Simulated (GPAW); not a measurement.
# CdS (Fm-3m) in GPAW: a series of runs, part 2 of 2

GPAW 26.7.0.

### 3 G0W0 quasiparticle levels, PBE

This run uses another cell than the first one, of 20.87 Å³/atom, 0.943 times its volume.

Input file run.py:

```python
import json
import numpy as np
from ase import Atoms
from ase.dft.bandgap import bandgap
from ase.io import write
from gpaw import GPAW, PW
from gpaw.response.g0w0 import G0W0

atoms = Atoms(['Cd', 'S'],
              cell=[[0.0, 2.753244, 2.753244],
                    [2.753244, 0.0, 2.753244],
                    [2.753244, 2.753244, 0.0]],
              scaled_positions=[[0.0, 0.0, 0.0],
                                [0.5, 0.5, 0.5]],
              pbc=True)

calc = GPAW(mode=PW(450),
            xc='PBE',
            kpts={'size': (4, 4, 4), 'gamma': True},
            occupations={'name': 'fermi-dirac', 'width': 0.001},
            nbands=18,
            convergence={'density': 1e-06},
            maxiter=150,
            txt='gpaw.txt')
atoms.calc = calc
energy = atoms.get_potential_energy()
calc.write('gs.gpw')
write('result.traj', atoms)
print(f'Energy: {energy:.6f} eV')
print('Fermi level:', round(calc.get_fermi_level(), 4), 'eV')
print(f'Gap: {bandgap(calc)[0]:.4f} eV, direct: {bandgap(calc, direct=True)[0]:.4f} eV')

calc.diagonalize_full_hamiltonian(nbands=378)
calc.write('full.gpw', mode='all')

ibz = calc.get_ibz_k_points()
gap, vbm, cbm = bandgap(calc, output=None)
gap, direct, _ = bandgap(calc, direct=True, output=None)
gamma = int(np.abs(ibz).sum(1).argmin())
kpts = sorted({gamma, vbm[1], cbm[1], direct[1]})
gw = G0W0(calc='full.gpw',
          filename='gw',
          ecut=250,
          ecut_extrapolation=True,
          relbands=(-2, 2),
          kpts=kpts,
          integrate_gamma='WS',
          ppa=True)
gw.calculate()
results = {mode: {key: np.asarray(r[key]).tolist() for key in ['f', 'eps', 'vxc', 'exx', 'sigma', 'Z', 'qp', 'sigma_eskn']}
           for mode, r in gw.all_results.items()}
json.dump({'kpts': ibz[kpts].tolist(), 'results': results}, open('gw.json', 'w'))
for mode, r in results.items():
    f, qp = np.array(r['f']), np.array(r['qp'])
    print(mode, 'quasiparticle energies (eV):')
    print(qp.round(3))
    print(mode, 'gap:', round(qp[f < 0.5].min() - qp[f > 0.5].max(), 4), 'eV')
```

Potentials or basis: GPAW PAW data sets (gpaw-data 1.2.1), pw.

Launch:

```sh
> OMP_NUM_THREADS=1 python run.py
```

gpaw.txt:

```text
__  _  _
 | _ |_)|_||  |
 |__||  | ||/\| - 26.7.0

Input parameters:
  mode=PW(ecut=450.00000000000006),
  convergence={'density': 1e-06},
  kpts=MonkhorstPack(size=(4, 4, 4), gamma=True),
  maxiter=150,
  nbands=18,
  occupations=Occupations(name='fermi-dirac', width=0.001),
  xc=XC(name='PBE')

Diagonalizing LCAO Hamiltonian
Converting LCAO to pw mode

                S

       Cd

Atoms  # Å, Bohr magnetons
|   | symbol |        x |        y |        z |    initial magnetic moments |
|---|--------|----------|----------|----------|-----------------------------|
| 0 |     Cd | 0.000000 | 0.000000 | 0.000000 | ( 0.0000,  0.0000,  0.0000) |
| 1 |      S | 2.753244 | 2.753244 | 2.753244 | ( 0.0000,  0.0000,  0.0000) |

Unit cell  # Å
| periodic |        x |        y |        z |  lengths |    angles |
|----------|----------|----------|----------|----------|-----------|
|      yes | 0.000000 | 2.753244 | 2.753244 | 3.893675 | 60.000000 |
|      yes | 2.753244 | 0.000000 | 2.753244 | 3.893675 | 60.000000 |
|      yes | 2.753244 | 2.753244 | 0.000000 | 3.893675 | 60.000000 |

Number of symmetries: 48
Symmetry operations  # r_c * U_cc + t_c -> r_c
|    | kind |            matrix            |
|----|------|------------------------------|
|  0 |  σ   |  1, 0, 0,  1, 0,-1,  1,-1, 0 |
|  1 |  C2  |  1, 0, 0,  1,-1, 0,  1, 0,-1 |
|  2 |  E   |  1, 0, 0,  0, 1, 0,  0, 0, 1 |
|  3 |  σ   |  1, 0, 0,  0, 0, 1,  0, 1, 0 |
|  4 |  C4  |  1, 0,-1,  1, 0, 0,  1,-1, 0 |
|  5 |  S6  |  1, 0,-1,  1,-1, 0,  1, 0, 0 |
|  6 |  σ   |  1, 0,-1,  0, 1,-1,  0, 0,-1 |
|  7 |  C3  |  1, 0,-1,  0, 0,-1,  0, 1,-1 |
|  8 |  S6  |  1,-1, 0,  1, 0, 0,  1, 0,-1 |
|  9 |  C4  |  1,-1, 0,  1, 0,-1,  1, 0, 0 |
| 10 |  C3  |  1,-1, 0,  0,-1, 1,  0,-1, 0 |
| 11 |  σ   |  1,-1, 0,  0,-1, 0,  0,-1, 1 |
| 12 |  σ   |  0, 1, 0,  1, 0, 0,  0, 0, 1 |
| 13 |  C4  |  0, 1, 0,  0, 1,-1, -1, 1, 0 |
| 14 |  C3  |  0, 1, 0,  0, 0, 1,  1, 0, 0 |
| 15 |  S6  |  0, 1, 0, -1, 1, 0,  0, 1,-1 |
| 16 |  C2  |  0, 1,-1,  1, 0,-1,  0, 0,-1 |
| 17 |  σ   |  0, 1,-1,  0, 1, 0, -1, 1, 0 |
| 18 |  S4  |  0, 1,-1,  0, 0,-1,  1, 0,-1 |
| 19 |  C4  |  0, 1,-1, -1, 1, 0,  0, 1, 0 |
| 20 |  C3  |  0, 0, 1,  1, 0, 0,  0, 1, 0 |
| 21 |  σ   |  0, 0, 1,  0, 1, 0,  1, 0, 0 |
| 22 |  S6  |  0, 0, 1,  0,-1, 1, -1, 0, 1 |
| 23 |  C4  |  0, 0, 1, -1, 0, 1,  0,-1, 1 |
| 24 |  S4  |  0, 0,-1,  1, 0,-1,  0, 1,-1 |
| 25 |  C3  |  0, 0,-1,  0, 1,-1,  1, 0,-1 |
| 26 |  C2  |  0, 0,-1,  0,-1, 0, -1, 0, 0 |
| 27 |  S6  |  0, 0,-1, -1, 0, 0,  0,-1, 0 |
| 28 |  S4  |  0,-1, 1,  1,-1, 0,  0,-1, 0 |
| 29 |  C4  |  0,-1, 1,  0, 0, 1, -1, 0, 1 |
| 30 |  C2  |  0,-1, 1,  0,-1, 0,  1,-1, 0 |
| 31 |  σ   |  0,-1, 1, -1, 0, 1,  0, 0, 1 |
| 32 |  C3  |  0,-1, 0,  1,-1, 0,  0,-1, 1 |
| 33 |  S6  |  0,-1, 0,  0, 0,-1, -1, 0, 0 |
| 34 |  S4  |  0,-1, 0,  0,-1, 1,  1,-1, 0 |
| 35 |  C2  |  0,-1, 0, -1, 0, 0,  0, 0,-1 |
| 36 |  C2  | -1, 1, 0,  0, 1, 0,  0, 1,-1 |
| 37 |  S6  | -1, 1, 0,  0, 1,-1,  0, 1, 0 |
| 38 |  S4  | -1, 1, 0, -1, 0, 1, -1, 0, 0 |
| 39 |  C3  | -1, 1, 0, -1, 0, 0, -1, 0, 1 |
| 40 |  S6  | -1, 0, 1,  0, 0, 1,  0,-1, 1 |
| 41 |  C2  | -1, 0, 1,  0,-1, 1,  0, 0, 1 |
| 42 |  C3  | -1, 0, 1, -1, 1, 0, -1, 0, 0 |
| 43 |  S4  | -1, 0, 1, -1, 0, 0, -1, 1, 0 |
| 44 |  C2  | -1, 0, 0,  0, 0,-1,  0,-1, 0 |
| 45 |  i   | -1, 0, 0,  0,-1, 0,  0, 0,-1 |
| 46 |  σ   | -1, 0, 0, -1, 1, 0, -1, 0, 1 |
| 47 |  C2  | -1, 0, 0, -1, 0, 1, -1, 1, 0 |

BZ-sampling:
  Number of BZ points: 64
  Number of IBZ points: 8

  Monkhorst-Pack size: [4, 4, 4]
  Monkhorst-Pack shift: [0.125, 0.125, 0.125]

K-points  # in reciprocal-cell coordinates
|   |                                coordinates |     weight |
|---|--------------------------------------------|------------|
| 0 | (  0.00000000,   0.00000000,   0.00000000) | 0.01562500 |
| 1 | (  0.25000000,   0.25000000,   0.00000000) | 0.09375000 |
| 2 | (  0.25000000,   0.25000000,   0.25000000) | 0.12500000 |
| 3 | (  0.50000000,   0.25000000,  -0.25000000) | 0.09375000 |
| 4 | (  0.50000000,   0.25000000,   0.25000000) | 0.18750000 |
| 5 | (  0.50000000,   0.50000000,   0.00000000) | 0.04687500 |
| 6 | (  0.50000000,   0.50000000,   0.25000000) | 0.37500000 |
| 7 | (  0.50000000,   0.50000000,   0.50000000) | 0.06250000 |

Plane wave coefficients: 934
Cutoff: 450.00000000000006 eV

Spin-components: 1 (collinear spins)
Bands:           18
Projectors:      11
Spin-degeneracy: 2
Datatype:        complex128

Parallelization:
  kpt:    1
  domain: 1
  band:   1

Density:
  Valence electrons: 18.0
  Components: 1
  Grid points: [20 20 20]
  Charge: 0.0  # |e|

Potential:
  Grid points: [20 20 20]

species:
  Cd:
    name:    Cadmium
    Z:       48.0
    valence: 12
    core:    36
    charge:  0.0  # [|e|]
    compensation charges:
      type: gauss
      rc: 0.38  # [Å]
      lmax: 2
    cutoffs:
      filter: 2.12  # [Å]
      core: 2.62  # [Å]
    projectors
    | kind |    occ | energy [eV] | rcut [Å] |
    |------|--------|-------------|----------|
    |   5s |  2.000 |      -5.655 |    1.191 |
    |   5p |  0.000 |      -1.186 |    1.228 |
    |   4d | 10.000 |     -11.739 |    1.164 |
    |    s |        |      21.556 |    1.191 |
    |    p |        |      26.026 |    1.228 |
    |    d |        |      15.473 |    1.164 |

    Using partial waves for Cd as LCAO basis

  S:
    name:    Sulfur
    Z:       16.0
    valence: 6
    core:    10
    charge:  0.0  # [|e|]
    compensation charges:
      type: gauss
      rc: 0.24  # [Å]
      lmax: 2
    cutoffs:
      filter: 1.77  # [Å]
      core: 1.66  # [Å]
    projectors
    | kind |    occ | energy [eV] | rcut [Å] |
    |------|--------|-------------|----------|
    |   3s |  2.000 |     -17.254 |    0.974 |
    |   3p |  4.000 |      -7.008 |    0.979 |
    |    s |        |       9.957 |    0.974 |
    |    p |        |      20.203 |    0.979 |
    |    d |        |       0.000 |    0.900 |

    Using partial waves for S as LCAO basis

Reference energy: -163030.738234  # eV

eigensolver:
  PPCG
  Converge bands: occupied
  niter=2

density mixing:
  MSR1-Mixer
  Pratt-step length: 0.05
  Maximum mixing coefficient: 0.75
  Old densities: 10
  SVD Regularization: 0.005
  Good broyden scale: 1.0
  Trust region scale: 1.0
  Backstep threshold: 4.0
  History deletion threshold: 6.0
  Fourier metric: weight=20.0, sigma=0.015

occupation numbers:
  Fermi-Dirac:
    width: 0.0010  # eV

poisson solver:
  ecut: 3600.0000000000005  # eV

xc functional:
  name: PBE with 2 nearest neighbor stencil

convergence criteria:
- Maximum integral of absolute [dens]ity change: 1e-06 electrons / valence electron
- Maximum [total energy] change in last 3 cyles: 0.0005 eV / valence electron
- Maximum integral of absolute [eigenst]ate change: 4e-08 eV^2 / valence electron
maximum number of iterations: 150

SCF iterations
|iter     | |      energy | eigst |  dens |
|---------|-|-------------|-------|-------|
|iter:   1| |   -6.549848 | -0.66 |       |
|iter:   2| |   -6.418129 | -2.45 | -1.10 |
|iter:   3| |   -5.954057 | -1.45 | -1.14 |
|iter:   4| |   -5.951830 | -3.59 | -1.75 |
|iter:   5| |   -5.951582c| -4.06 | -2.20 |
|iter:   6| |   -5.951611c| -5.94 | -3.13 |
|iter:   7| |   -5.951617c| -6.80 | -3.60 |
|iter:   8| |   -5.951617c| -7.66c| -4.87 |
|iter:   9| |   -5.951617c| -8.43c| -5.37 |
|iter:  10| |   -5.951617c| -8.85c| -6.23c|

Converged in 10 steps
Energy contributions relative to reference atoms: (reference = -163030.738234)

Energy contributions:
  Kinetic:          17.585736
  Coulomb:         -15.421131
  Zero:              0.117496
  External:          0.000000
  Xc:               -8.233717
  Entropy:          -0.000000
  Spinorbit:         0.000000
  ----------------------------
  Free energy:      -5.951617
  Extrapolated:     -5.951617

dipole moment: (-17.974515, -17.974515, -17.974515)  # |e|*Ang

Fermi level: 5.504
Eigenvalues  # (at kpt = [0.000, 0.000, 0.000])
| band index |      eig [eV] | occ [0-2] |
|------------|---------------|-----------|
|          0 |        -7.193 |     2.000 |
|          1 |        -2.117 |     2.000 |
|          2 |        -2.117 |     2.000 |
|          3 |        -2.117 |     2.000 |
|          4 |        -2.115 |     2.000 |
|          5 |        -2.115 |     2.000 |
[... 10 lines left out ...]
|         16 |        16.697 |     0.000 |
|         17 |        17.510 |     0.000 |

Gap: 0.193 eV
Transition (v -> c):
  (s=0, k=7, n=8, [0.50, 0.50, 0.50]) -> (s=0, k=5, n=9, [0.50, 0.50, 0.00])
Direct/indirect transitions are different
Direct gap: 1.526 eV
Transition at: (s=0, k=0, n=8, [0.00, 0.00, 0.00])
# Writing to gs.gpw (mode='')

Matrix size: 934x934
# Writing to full.gpw (mode='all')
```

Wall time 39 min (1 thread of Intel Xeon Platinum 8488C (Sapphire Rapids), shared host); peak memory 0.43 GiB.

Results:

```yaml
Free_energy: -5.9516 eV
Band_gap_on_the_k_mesh_mean-field_level: 0.19 eV, indirect (least direct gap 1.53 eV)
Quasiparticle_gap: 1.04 eV
Least_direct_quasiparticle_gap: 2.30 eV
```

Caveat: the k mesh is coarse (spacing up to 0.49 Å⁻¹), so the values aren't converged; the quasiparticle gap is taken among the few k points that were corrected; the long-wavelength limit can be off by several per cent where d states take part. A k mesh can miss the band edges.
